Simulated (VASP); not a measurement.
Wanted: the native input for a VASP 6.6.1 run.

```yaml
Task: single point
Functional: LDA
Potentials_or_basis: VASP PAW LDA potentials, release 64 (S, Mo_sv)
Cutoff: 520 eV
k_mesh: 6 × 6 × 1
Occupations: fermi-dirac, width 0.05 eV
Spin: non-collinear spin, zero start, spin-orbit coupling
Starting_moments: "[[0.0, 0.0, 0.0], [0.0, 0.0, 0.0], [0.0, 0.0, 0.0]] μB"
Further_INCAR_settings: ALGO = Fast; EDIFF = 1e-06; NBANDS = 39
```

The structure of MoS2 lies in POSCAR:

```
MoS2
1.0
    3.1600000000      0.0000000000      0.0000000000
   -1.5800000000      2.7366400000      0.0000000000
    0.0000000000      0.0000000000     21.1300000000
S Mo
2 1
Direct
    0.6666670000      0.3333330000      0.4259350000
    0.6666670000      0.3333330000      0.5740650000
    0.3333330000      0.6666670000      0.5000000000
```

The cell was built by a generator and needn't be a form met in nature.

These files were run (other wordings do the same):

INCAR

```
PREC = Accurate
ENCUT = 520
EDIFF = 1E-6
ISMEAR = -1
SIGMA = 0.05
LREAL = False
LASPH = True
NELM = 60
ALGO = Fast
ISIF = 2
LWAVE = False
LCHARG = False
MAGMOM = 0 0 0 0 0 0 0 0 0
LORBIT = 11
LSORBIT = True
GGA_COMPAT = False
LMAXMIX = 4
NBANDS = 39
```

KPOINTS

```
regular mesh
0
Gamma
  6 6 1
```

Potentials or basis: VASP PAW LDA potentials, release 64 (S, Mo_sv).

Command:

```sh
$ cat potpaw_LDA.64/S/POTCAR potpaw_LDA.64/Mo_sv/POTCAR > POTCAR
$ mpirun -np 1 vasp_ncl > vasp.out
```

It gave:

```yaml
Largest_force: 0.476 eV/Å
Net_moment: 0.00 μB per cell
Valence_electrons_inside_the_program's_atomic_spheres: S 3.69; Mo 12.50
```

Caveat: the k mesh is coarse (spacing up to 0.38 Å⁻¹), so the values aren't converged.

It took 3.4 min on 1 thread of Intel(R) Xeon(R) Platinum 8488C (Sapphire Rapids), with other jobs on the host, peak memory 0.53 GiB.
